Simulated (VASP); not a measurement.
Set up this calculation in VASP 6.6.1, as the native input.

* Task: relaxation of cell and atoms
* Functional: PBE
* Potentials or basis: VASP PAW PBE potentials, release 64 (Si)
* Cutoff: 600 eV
* k mesh: 16 × 16 × 16
* Occupations: methfessel-paxton, width 0.1 eV
* Spin: no spin polarisation
* Target pressure: 15.8 GPa
* Further INCAR settings: ALGO = Normal; EDIFF = 1e-07; IBRION = 2; EDIFFG = -0.005; NSW = 90; ISIF = 3
* Target pressure: 15.8 GPa

The structure of Si lies in POSCAR:

```
Si                                      
1.0
   -2.1906689092      2.3993991803      1.2809496768
    2.1906689092     -2.3993991803      1.2809496768
    2.1906689092      2.3993991803     -1.2809496768
  Si            
     2
Direct
     0.7387249156783028    0.9887249156783028    0.7500000000000000
     0.2612750843216972    0.0112750843216973    0.2500000000000000
```

This isn't the form of Si at room conditions, which is diamond.

These files were run (other wordings do the same):

INCAR

```
SYSTEM = Si
PREC     = Accurate       ! precision mode
ENCUT    = 600            ! plane-wave cutoff, eV
EDIFF    = 1E-7           ! SCF threshold, eV
ISMEAR   = 1              ! smearing method
SIGMA    = 0.1            ! smearing width, eV
LREAL    = .FALSE.        ! projectors in reciprocal space
LASPH    = .TRUE.         ! aspherical terms in the spheres
NELM     = 80             ! most SCF steps
ALGO     = Normal         ! electronic algorithm
ISIF     = 3              ! what is computed and relaxed
LWAVE    = .FALSE.        ! write WAVECAR
LCHARG   = .FALSE.        ! write CHGCAR
GGA      = PE             ! functional
IBRION   = 2              ! ionic algorithm
NSW      = 90             ! ionic steps
EDIFFG   = -0.005         ! ionic threshold
PSTRESS  = 158.0
```

KPOINTS

```
regular mesh
0
G
  16 16 16
  0 0 0
```

Potentials or basis: VASP PAW PBE potentials, release 64 (Si).

Run with:

```bash
$ cat potpaw_PBE.64/Si/POTCAR > POTCAR
$ mpirun -np 1 vasp_std > vasp.out
```

Results of the run:

* Relaxed volume: 13.46 Å³/atom
* Relaxed cell: a = 3.492 Å, b = 3.492 Å, c = 3.492 Å, α = 102.43°, β = 93.10°, γ = 136.94°
* Space group after relaxing (to 0.05 Å): P6/mmm (No. 191)
* Energy change on relaxing (the enthalpy is what falls): +0.3 meV/atom
* Ionic steps: 20
* Pressure after relaxing: 15.8 GPa
* Band gap on the k mesh: none (metal or under the smearing width)

Caveat: the cell is relaxed towards a set pressure, so the enthalpy falls and the energy may rise.

It took 9.4 min on 1 thread of Intel(R) Xeon(R) Platinum 8488C (Sapphire Rapids), on a shared host, peak memory 0.26 GiB.
